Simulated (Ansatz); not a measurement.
# Ga (C2/c) in Ansatz: a series of runs

Runs on Ga. Level: PBEsol. Tasks: band structure.

All numbers are computed with Ansatz 0.2.0; they aren't measurements. Logs are shortened: lines on timing, memory, paths and dates and some standing lists are left out, and cuts for length are marked.

## 1. The crystal as given

Symmetry: C2/c, No. 15, monoclinic system. The conventional cell has a = 2.766 Å, b = 8.053 Å, c = 3.332 Å, α = 90.00°, β = 92.02°, γ = 90.00°. Around Ga (site symmetry 2) lie 8 Ga at 2.69 to 2.92 Å.

This isn't the form of Ga at room conditions, which is orthorhombic.

## 2. Band structure, PBEsol

Contents of input.yaml:

```yaml
crystal:
  lattice:
    - [1.383, -4.0265, 0.0]
    - [1.383, 4.0265, 0.0]
    - [-0.1174474948, 0.0, 3.3299294416]
  atoms:
    - { symbol: Ga, position: [0.131, 0.869, 0.75] }
    - { symbol: Ga, position: [0.869, 0.131, 0.25] }
kpoints:
  mp_grid: { grid: [8, 8, 6] }
  band_path:
    path:
      - [0.0, 0.0, 0.0]
      - [-0.2794936799, -0.2794936799, 0.0025046701]
      - [-0.2865069778, -0.2865069778, 0.4818696886]
      - [-0.2724803819, -0.2724803819, 0.5231396517]
      - [0.0, 0.0, 0.5]
      - [-0.5, 0.5, 0.5]
      - [-0.7134930222, 0.2865069778, 0.5181303114]
    npoints: 12
scf:
  occupations: { method: fermi_dirac, width: 0.05 }
hamiltonian:
  xc: pbesol
  pseudopotentials: { kind: all_electron, lapw: { basis_error: 0.001 } }
output:
  forces: true
  stress: true
  eigenvalues: true
```

Potentials or basis: all-electron LAPW, scalar-relativistic.

Started as:

```
$ ansatz run input.yaml --threads 1 --pin off --max-ram 3072MiB --backend cpu --events-out ev --progress --plain --runs-dir out
```

The program printed:

```text
Warning: RAYON_NUM_THREADS=1 ignored (pool sized by the plan → 1); use --threads N
LAPW: plane waves up to 8.195 Å⁻¹, error target 1.0e-3 eV per atom; small_component_spin mean_spin; Ga in spheres of 1.344 Å, 21 of its electrons in bands, Dirac shells [] (how accurate: hamiltonian.pseudopotentials.lapw.basis_error, Limitations)
Engine: ansatz 0.2.0, x86_64-unknown-linux-gnu
Pseudopotentials: kind: all_electron
Pseudopotential: Ga, LAPW, valence charge 21, lapw/all_electron/scalar/gaussian/Ga, Koelling and Harmon's equation, gaussian nucleus
Functional definition: PBEsol
  exchange = pbesol_x
  correlation = pbesol_c
Crystal: 2 atoms, lattice volume = 37.086 Å³
Basis set: ecut = 255.86863673772825 eV, 357 PW (Γ), FFT grids on a1+a2, a2, a3, exchange–correlation at level 2
Bands: 26, of which v1, the nominal top of the filled ones, is band 21 counted from 1 (20 counted from 0)
Symmetry: 4 space group operations
Space group: C2/c (ITA 15), of the structure as read, at distance tolerance 3.3e-5 Å
k-points: 114 of 384
Non-local potential: Ga, projectors of the file, none
Initial density: superposition of atomic densities (chi_scale 0.1, normalization cell)
Initial wavefunctions: plane waves of lowest kinetic energy (no species holds an atomic orbital)
Functional: x = pbesol(κ = 0.804, μ = 0.12345679012345678), c = pbesol(β = 0.046)
iter 1 solved again at ethr=8.39e-5 eV; its pass at ethr=1.00e-1 eV (dr2=3.52e-2 eV) is discarded
SCF iter   1: F=—  HF=-105720.149692 eV  |F-HF|=—  |Δ(HF+E_count)|=         —  Δρ=1.25e-2  dr2=3.53e-2  ethr=8.39e-5  ⟨swp⟩=3.0  Hψ=19991  notcnv=0
preconditioner: auto → Kerker (q_TF=auto, 2.785 Å⁻¹)  [metal: Δε(μ)=0.028 eV  Ē_g=17.594 eV  σ=0.050 eV  W_gap=0.14  n_scr=12 (ndim 8)  ℏωp=31.1 eV  f_vac=0.000  D(μ)=0.81/eV (n_scr^D=4)]
SCF iter   2: F=—  HF=-105720.084123 eV  |F-HF|=—  |Δ(HF+E_count)|=   6.56e-2  Δρ=7.31e-3  dr2=1.40e-2  ethr=8.39e-5  ⟨swp⟩=2.0  Hψ=8892  notcnv=0
SCF iter   3: F=—  HF=-105720.071231 eV  |F-HF|=—  |Δ(HF+E_count)|=   1.29e-2  Δρ=5.45e-3  dr2=8.10e-3  ethr=3.34e-5  ⟨swp⟩=2.0  Hψ=8337  notcnv=0
SCF iter   4: F=—  HF=-105720.069598 eV  |F-HF|=—  |Δ(HF+E_count)|=   1.63e-3  Δρ=3.06e-3  dr2=2.73e-3  ethr=1.93e-5  ⟨swp⟩=2.0  Hψ=8337  notcnv=0
iter 5 solved again at ethr=4.06e-7 eV; its pass at ethr=6.50e-6 eV (dr2=1.70e-4 eV) is discarded
SCF iter   5: F=—  HF=-105720.069289 eV  |F-HF|=—  |Δ(HF+E_count)|=   3.09e-4  Δρ=7.25e-4  dr2=1.70e-4  ethr=4.06e-7  ⟨swp⟩=2.0  Hψ=14394  notcnv=0
SCF iter   6: F=—  HF=-105720.069273 eV  |F-HF|=—  |Δ(HF+E_count)|=   1.56e-5  Δρ=8.78e-5  dr2=3.14e-6  ethr=4.05e-7  ⟨swp⟩=2.0  Hψ=8337  notcnv=0
SCF iter   7: F=—  HF=-105720.069273 eV  |F-HF|=—  |Δ(HF+E_count)|=   3.30e-7  Δρ=1.21e-5  dr2=1.06e-7  ethr=7.48e-9  ⟨swp⟩=2.0  Hψ=8337  notcnv=0
SCF iter   8: F=-105720.069273 eV  HF=-105720.069273 eV  |F-HF|=2.95e-9  |Δ(HF+E_count)|=   1.01e-8  Δρ=3.77e-6  dr2=7.73e-9  ethr=2.52e-10  ⟨swp⟩=2.0  Hψ=8340  notcnv=0
SCF 1 converged in 8 iterations: F = -105720.069273 eV  dr2 = 7.73e-9
NSCF: frozen V_eff on 73 k-points
SCF converged after 8 iterations
Free energy (F): -105720.069273 eV
Harris-Foulkes:  -105720.069273 eV  (|F-HF|=2.95e-9)
Internal energy: -105720.062606 eV  (E = F + TS)
E sigma→0 (E₀):  -105720.065940 eV
Entropy (-TS):   -0.006667 eV (-3.333 meV/atom)
Fermi energy:    11.792854 eV
--- Per-component energies (eV) ---
  E_band       = -1531.922754
  E_kinetic    = 107786.900049
  E_xc         = -4037.649841
  E_electrostatic = -209469.312815  (all electrons and nuclei)
  E_smearing   = -0.006667  (= −TS)
  E_closure    = 0.000000  (closes the sum)
  E_atoms      = -105713.412254  (free atoms, spherical and without spin; not in F)
  Σ components = -105720.069273   (vs F -105720.069273, Δ=0.00e0)
  Basis errors (estimates in eV, not in F): energy 3.3e-4 per atom: plane waves 2.9e-4 (1.6e-4 summed), levels above the bands 8.3e-64, relativity 2.9e-9, radial functions 3.5e-5, core shells 1.4e-10; eigenvalues (radial functions only) 3.8e-6; not estimated: angular momenta, meshes, grids; target (lapw.basis_error) 1.0e-3; muffin-tin radii Ga 1.344 Å
--- Forces (eV/Å), atoms counted from 1 ---
  atom   1  Ga     0.00000000    -0.20710140     0.00000000
  atom   2  Ga    -0.00000000     0.20710140    -0.00000000
  max |Σ_I F_I| component: 0.00e0 eV/Å
--- Stress (GPa, compression-positive) ---
       -3.554927       0.000000      -0.451082
        0.000000      -0.806217      -0.000000
       -0.451082      -0.000000      -0.591854
  P = ⅓ Tr σ = -1.6510 GPa (-16.510 kbar)
--- Band table (eV; the first three rows and the last of 114) ---
  k-point 0: bands = ["-131.5445", "-131.5437", "-82.4599", "-82.4553", "-82.4406", "-82.4400", "-82.4379", "-82.4303", "-3.2587", "-3.2512", "-3.2160", "-3.1915", "-2.9145", "-2.9140", "-2.8852", "-2.8819", "-2.8660", "-2.7290", "0.6024", "9.7416", "10.2082", "13.4603", "17.2493", "21.5149", "22.0129", "22.2365"]
  k-point 1: bands = ["-131.5444", "-131.5437", "-82.4597", "-82.4557", "-82.4405", "-82.4401", "-82.4374", "-82.4308", "-3.2736", "-3.2157", "-3.2087", "-3.1517", "-2.9568", "-2.9543", "-2.8750", "-2.8471", "-2.8461", "-2.7721", "0.9848", "9.3712", "10.1876", "12.0814", "19.6894", "19.7204", "20.4893", "21.8387"]
  k-point 2: bands = ["-131.5443", "-131.5439", "-82.4590", "-82.4567", "-82.4404", "-82.4402", "-82.4360", "-82.4322", "-3.2715", "-3.2238", "-3.1212", "-3.0644", "-2.9992", "-2.9953", "-2.9223", "-2.8653", "-2.8133", "-2.8124", "2.1381", "6.6323", "11.4877", "12.5699", "16.3472", "16.6754", "22.6809", "23.1973"]
  k-point 113: bands = ["-131.5441", "-131.5441", "-82.4584", "-82.4584", "-82.4403", "-82.4403", "-82.4336", "-82.4336", "-3.2121", "-3.2121", "-3.1309", "-3.1309", "-2.9331", "-2.9331", "-2.8982", "-2.8982", "-2.8814", "-2.8814", "5.8311", "5.8311", "7.4320", "7.4320", "22.6740", "22.6740", "23.6246", "23.6246"]
```

It took 61 s on 1 thread of Intel Xeon at 2.50GHz (Skylake/Cascade Lake), shared host; peak memory 0.42 GiB.

Results:

```
Free energy             : -105720.0693 eV
Pressure                : -1.7 GPa
Largest force           : 0.207 eV/Å
Band gap along the path : none (metal or under the smearing width)
```

Forces on the atoms (eV/Å):
```
Ga   0.000 -0.207  0.000
Ga   0.000  0.207  0.000
```

Stress tensor (GPa, compression positive):
```
-3.55  0.00 -0.45
 0.00 -0.81  0.00
-0.45  0.00 -0.59
```

Levels at the corners of the path, in eV from the Fermi level:
| point | band 18 | band 19 | band 20 | band 21 | band 22 | band 23 | band 24 | band 25 | band 26 |
| --- | --- | --- | --- | --- | --- | --- | --- | --- | --- |
| Γ | -14.52 | -11.19 | -2.05 | -1.58 | 1.67 | 5.46 | 9.72 | 10.22 | 10.44 |
| Y | -14.54 | -5.51 | -5.06 | -3.79 | 4.18 | 4.64 | 6.40 | 7.79 | 9.69 |
| F | -14.56 | -2.70 | -2.53 | -1.89 | -1.44 | 0.02 | 0.57 | 7.98 | 8.20 |
| H | -14.54 | -2.54 | -2.35 | -1.97 | -1.49 | 0.42 | 0.64 | 7.68 | 7.70 |
| Z | -14.59 | -7.74 | -7.74 | 1.74 | 1.74 | 2.48 | 2.48 | 11.69 | 11.69 |
| I | -14.67 | -5.96 | -5.96 | -4.36 | -4.36 | 10.88 | 10.88 | 11.83 | 11.83 |
| F1 | -14.56 | -2.70 | -2.53 | -1.89 | -1.44 | 0.02 | 0.57 | 7.98 | 8.20 |

Caveat: the k mesh is thin for a metal, which can move the energy by tens of meV per atom.

## 3. Band structure, PBEsol, spin-orbit coupling, no magnetisation

Edit input.yaml of step 2 so:

```diff
@@ -25,2 +25,5 @@
   pseudopotentials: { kind: all_electron, lapw: { basis_error: 0.001 } }
+magnetization:
+  noncollinear: true
+  spin_orbit: true
 output:
```

Potentials or basis: all-electron LAPW, relativistic spinors.

Started as:

```
$ ansatz run input.yaml --threads 1 --pin off --max-ram 3072MiB --backend cpu --events-out ev --progress --plain --runs-dir out
```

It took 7.2 min on 1 thread of Intel Xeon at 2.50GHz (Skylake/Cascade Lake), shared host; peak memory 0.74 GiB.

The run converged. Its results:

```
Free energy             : -105724.4862 eV
Pressure                : -1.7 GPa
Largest force           : 0.207 eV/Å
Band gap along the path : none (metal or under the smearing width)
```

Forces on the atoms (eV/Å):
```
Ga   0.000 -0.207  0.000
Ga   0.000  0.207  0.000
```

Stress tensor (GPa, compression positive):
```
-3.59  0.00 -0.45
 0.00 -0.84  0.00
-0.45  0.00 -0.60
```

Levels at the corners of the path, in eV from the Fermi level:
```tsv
point	band 42	band 43	band 44	band 45	band 46	band 47
Γ	-1.58	1.67	1.67	5.46	5.46	9.72
Y	-3.79	4.17	4.17	4.64	4.64	6.40
F	-1.89	-1.44	-1.44	0.02	0.02	0.57
H	-1.97	-1.49	-1.49	0.42	0.42	0.65
Z	1.73	1.73	1.73	2.48	2.48	2.48
I	-4.36	-4.36	-4.36	10.87	10.87	10.87
F1	-1.89	-1.44	-1.44	0.02	0.02	0.57
```

Caveat: the k mesh is thin for a metal, which can move the energy by tens of meV per atom.

## 4. Band structure, PBEsol

Edit input.yaml of step 3 so:

```diff
@@ -9,3 +9,3 @@
 kpoints:
-  mp_grid: { grid: [8, 8, 6] }
+  mp_grid: { grid: [10, 10, 8] }
   band_path:
@@ -25,5 +25,2 @@
   pseudopotentials: { kind: all_electron, lapw: { basis_error: 0.001 } }
-magnetization:
-  noncollinear: true
-  spin_orbit: true
 output:
```

Potentials or basis: all-electron LAPW, scalar-relativistic.

Started as:

```
$ ansatz run input.yaml --threads 1 --pin off --max-ram 3072MiB --backend cpu --events-out ev --progress --plain --runs-dir out
```

The program printed:

```text
Warning: RAYON_NUM_THREADS=1 ignored (pool sized by the plan → 1); use --threads N
LAPW: plane waves up to 8.195 Å⁻¹, error target 1.0e-3 eV per atom; small_component_spin mean_spin; Ga in spheres of 1.344 Å, 21 of its electrons in bands, Dirac shells [] (how accurate: hamiltonian.pseudopotentials.lapw.basis_error, Limitations)
Engine: ansatz 0.2.0, x86_64-unknown-linux-gnu
Pseudopotentials: kind: all_electron
Pseudopotential: Ga, LAPW, valence charge 21, lapw/all_electron/scalar/gaussian/Ga, Koelling and Harmon's equation, gaussian nucleus
Functional definition: PBEsol
  exchange = pbesol_x
  correlation = pbesol_c
Crystal: 2 atoms, lattice volume = 37.086 Å³
Basis set: ecut = 255.86863673772825 eV, 357 PW (Γ), FFT grids on a1+a2, a2, a3, exchange–correlation at level 2
Bands: 26, of which v1, the nominal top of the filled ones, is band 21 counted from 1 (20 counted from 0)
Symmetry: 4 space group operations
Space group: C2/c (ITA 15), of the structure as read, at distance tolerance 3.3e-5 Å
k-points: 227 of 800
Non-local potential: Ga, projectors of the file, none
Initial density: superposition of atomic densities (chi_scale 0.1, normalization cell)
Initial wavefunctions: plane waves of lowest kinetic energy (no species holds an atomic orbital)
Functional: x = pbesol(κ = 0.804, μ = 0.12345679012345678), c = pbesol(β = 0.046)
iter 1 solved again at ethr=8.53e-5 eV; its pass at ethr=1.00e-1 eV (dr2=3.58e-2 eV) is discarded
[... 19 lines left out ...]
  E_band       = -1532.185436
  E_kinetic    = 107786.684062
  E_xc         = -4037.639497
  E_electrostatic = -209469.100658  (all electrons and nuclei)
  E_smearing   = -0.005774  (= −TS)
  E_closure    = 0.000000  (closes the sum)
  E_atoms      = -105713.412254  (free atoms, spherical and without spin; not in F)
  Σ components = -105720.061867   (vs F -105720.061867, Δ=0.00e0)
  Basis errors (estimates in eV, not in F): energy 3.3e-4 per atom: plane waves 2.9e-4 (1.6e-4 summed), levels above the bands 5.4e-62, relativity 3.1e-9, radial functions 3.6e-5, core shells 1.4e-10; eigenvalues (radial functions only) 3.4e-6; not estimated: angular momenta, meshes, grids; target (lapw.basis_error) 1.0e-3; muffin-tin radii Ga 1.344 Å
--- Forces (eV/Å), atoms counted from 1 ---
  atom   1  Ga     0.00000000    -0.19649821     0.00000000
  atom   2  Ga    -0.00000000     0.19649821    -0.00000000
  max |Σ_I F_I| component: 0.00e0 eV/Å
--- Stress (GPa, compression-positive) ---
       -1.296750       0.000000       0.424259
        0.000000      -1.790572      -0.000000
        0.424259      -0.000000      -2.715045
  P = ⅓ Tr σ = -1.9341 GPa (-19.341 kbar)
--- Band table (eV; the first three rows and the last of 227) ---
  k-point 0: bands = ["-131.5518", "-131.5509", "-82.4672", "-82.4625", "-82.4471", "-82.4461", "-82.4456", "-82.4395", "-3.2669", "-3.2572", "-3.2216", "-3.1989", "-2.9213", "-2.9203", "-2.8925", "-2.8877", "-2.8742", "-2.7374", "0.6004", "9.7392", "10.2060", "13.4587", "17.2478", "21.5119", "22.0119", "22.2354"]
  k-point 1: bands = ["-131.5517", "-131.5510", "-82.4671", "-82.4628", "-82.4468", "-82.4461", "-82.4456", "-82.4398", "-3.2775", "-3.2319", "-3.2212", "-3.1751", "-2.9504", "-2.9487", "-2.8790", "-2.8646", "-2.8630", "-2.7625", "0.8153", "9.8122", "9.9909", "12.3383", "19.3264", "20.5036", "20.5961", "21.6988"]
  k-point 2: bands = ["-131.5517", "-131.5511", "-82.4667", "-82.4634", "-82.4461", "-82.4460", "-82.4457", "-82.4406", "-3.2830", "-3.2235", "-3.1739", "-3.1207", "-2.9866", "-2.9838", "-2.8991", "-2.8372", "-2.8340", "-2.8228", "1.4629", "8.0699", "10.7332", "12.1126", "17.9570", "18.1446", "22.2056", "22.8257"]
  k-point 226: bands = ["-131.5513", "-131.5513", "-82.4657", "-82.4657", "-82.4459", "-82.4459", "-82.4427", "-82.4427", "-3.2186", "-3.2186", "-3.1381", "-3.1381", "-2.9392", "-2.9392", "-2.9064", "-2.9064", "-2.8883", "-2.8883", "5.8283", "5.8283", "7.4309", "7.4309", "22.6717", "22.6717", "23.6220", "23.6220"]
```

Run time: 1.7 min. Hardware: 1 thread of Intel Xeon at 2.50GHz (Skylake/Cascade Lake), shared host; peak memory 0.6 GiB.

Results:

```
Free energy             : -105720.0619 eV
Pressure                : -1.9 GPa
Largest force           : 0.196 eV/Å
Band gap along the path : none (metal or under the smearing width)
```

Forces on the atoms (eV/Å):
```
Ga   0.000 -0.196  0.000
Ga   0.000  0.196  0.000
```

Levels at the corners of the path, in eV from the Fermi level:
| point | band 20 | band 21 | band 22 | band 23 | band 24 | band 25 |
| --- | --- | --- | --- | --- | --- | --- |
| Γ | -2.09 | -1.62 | 1.63 | 5.42 | 9.69 | 10.19 |
| Y | -5.10 | -3.82 | 4.15 | 4.60 | 6.36 | 7.76 |
| F | -2.57 | -1.93 | -1.48 | -0.02 | 0.53 | 7.94 |
| H | -2.39 | -2.00 | -1.53 | 0.38 | 0.61 | 7.64 |
| Z | -7.78 | 1.70 | 1.70 | 2.44 | 2.44 | 11.65 |
| I | -6.00 | -4.40 | -4.40 | 10.85 | 10.85 | 11.80 |
| F1 | -2.57 | -1.93 | -1.48 | -0.02 | 0.53 | 7.94 |

## 5. Overview

```csv
potentials or basis,spin,k mesh,pressure (GPa),largest force (eV/Å)
"all-electron LAPW, scalar-relativistic",off,8 × 8 × 6,-1.7,0.21
"all-electron LAPW, relativistic spinors","SOC, no magnetisation",8 × 8 × 6,-1.7,0.21
"all-electron LAPW, scalar-relativistic",off,10 × 10 × 8,-1.9,0.20
```

Alike in all rows: task band structure; level PBEsol; cell as given; cutoff (eV) 256; smearing fermi-dirac 0.05 eV; basis error allowed 0.001 eV/atom.

Caveats: the k mesh is thin for a metal, which can move the energy by tens of meV per atom (some runs).

Compare energies only between runs with the same functional and basis.
